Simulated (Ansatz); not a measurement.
# ZrS2: the cost of one run

Program: Ansatz 0.2.0. Level of theory: DFT PBE+D3(BJ), scalar-relativistic, plane waves, PAW. These are calculated values, not measurements.

That is the level of the relaxation; later steps name their own.

2 further runs of the same task are left out: 2 set aside as unsound or not needed.

### 1 The system as given

Symmetry: P-3m1, No. 164, trigonal system. The conventional cell has a = 3.635 Å, b = 3.635 Å, c = 5.720 Å, α = 90.00°, β = 90.00°, γ = 120.00°. Zr (site symmetry -3m) has 6 S at 2.56 Å as nearest neighbours. S (site symmetry 3m) is surrounded by 3 Zr at 2.56 Å.

Structure file:

```
Zr S
1.0
     3.63511    0.00000    0.00000
    -1.81755    3.14810    0.00000
     0.00000    0.00000    5.72040
Zr S
1 2
Direct
  0.00000 0.00000 0.00000
  0.66667 0.33333 0.74473
  0.33333 0.66667 0.25527
```

It goes back to an entry of the Materials Project.

This cell was relaxed beforehand with the same method: volume 21.82 Å³/atom, gap on the mesh 0.70 eV.

### 2 Band edges over the whole zone

input.yaml

```yaml
crystal:
  lattice:
    - [3.6351095481, 0.0, 0.0]
    - [-1.817554774, 3.1480972142, 0.0]
    - [0.0, 0.0, 5.7204026337]
  atoms:
    - { symbol: Zr, position: [0.0, 0.0, 0.0] }
    - { symbol: S, position: [0.6666666667, 0.3333333333, 0.7447288748] }
    - { symbol: S, position: [0.3333333333, 0.6666666667, 0.2552711252] }
basis:
  ecutwfc: 420
kpoints:
  mp_grid: { grid: [9, 9, 6] }
  band_path: { path: [VBM, CBM], npoints: 2 }
hamiltonian:
  xc: pbe
  dispersion: d3bj
scf:
  occupations: { method: gaussian, width: 0.02 }
output:
  forces: true
  stress: true
  eigenvalues: true
```

Run with:

```console
ansatz run input.yaml --threads 2 --pin off --max-ram 5120MiB --backend cpu --events-out ev --progress --plain --runs-dir out
```

**Question.** How long does this run take on 2 threads of Arm Neoverse V2, shared host, and how much memory does it need?

About 3.5 s, with a peak of 0.36 GiB.
